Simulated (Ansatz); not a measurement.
Wanted: the native input for an Ansatz 0.2.0 run.

```yaml
Task: relaxation of cell and atoms
Functional: PBEsol
Potentials_or_basis: Ansatz PAW
Cutoff: "420 eV (not typed: the program's choice for these potentials)"
k_mesh: 9 × 9 × 9
Occupations: fermi-dirac, width 0.05 eV
Spin: collinear spin, ferromagnetic start
Starting_moments: "[2.0, 1.0] μB"
Target_pressure: 20 GPa
Target_pressure_GPa: 20
```

TiCo:

```
Co Ti
1.0
     2.98611    0.00000    0.00000
     0.00000    2.98611    0.00000
     0.00000    0.00000    2.98611
Co Ti
1 1
Direct
  0.50000 0.50000 0.50000
  0.00000 0.00000 0.00000
```

The cell comes from a database or a generator and needn't be the stable form of this composition.

The input as run:

input.yaml

```yaml
crystal:
  lattice:
    - [2.98611099, 0.0, 0.0]
    - [0.0, 2.98611099, 0.0]
    - [0.0, 0.0, 2.98611099]
  atoms:
    - { symbol: Co, position: [0.5, 0.5, 0.5], spin: 2.0 }
    - { symbol: Ti, position: [0.0, 0.0, 0.0], spin: 1.0 }
hamiltonian:
  xc: pbesol
  pseudopotentials: { kind: paw }
magnetization:
  spin_polarized: true
kpoints:
  mp_grid: { grid: [9, 9, 9] }
scf:
  occupations: { method: fermi_dirac, width: 0.05 }
output:
  forces: true
  stress: true
  eigenvalues: true
relax:
  f_tol: 0.01
  max_steps: 40
  cell: { stress_tol: 0.05, p_target: 20.0 }
```

Potentials or basis: Ansatz PAW.

The run is started by

```bash
$ ansatz run input.yaml --threads 2 --pin off --max-ram 5632MiB --backend cpu --events-out ev --progress --plain --runs-dir out
```

It gave:

| Quantity | Value |
| --- | --- |
| Relaxed volume | 11.61 Å³/atom |
| Relaxed cell | a = 2.853 Å, b = 2.853 Å, c = 2.853 Å, α = 90.00°, β = 90.00°, γ = 90.00° |
| Space group after relaxing (to 0.05 Å) | Pm-3m (No. 221) |
| Energy change on relaxing (the enthalpy is what falls) | +44.7 meV/atom |
| Ionic steps | 5 |
| Pressure after relaxing | 20.0 GPa |
| Band gap on the k mesh | none (metal or under the smearing width) |
| Net moment | 0.48 μB per cell |
| Absolute moment | 0.55 μB per cell |
| Site moments | Co +0.49; Ti +0.01 μB |

Caveat: the plane-wave basis is chosen anew once the cell has moved, so the energies of steps on either side of that aren't comparable; the PAW data sets come from PBE, with cores solved anew for the run's functional, which leaves a small shift of forces and pressure.

It took 7.4 s on 2 threads of Arm Neoverse V2, on a shared host, peak memory 0.32 GiB.
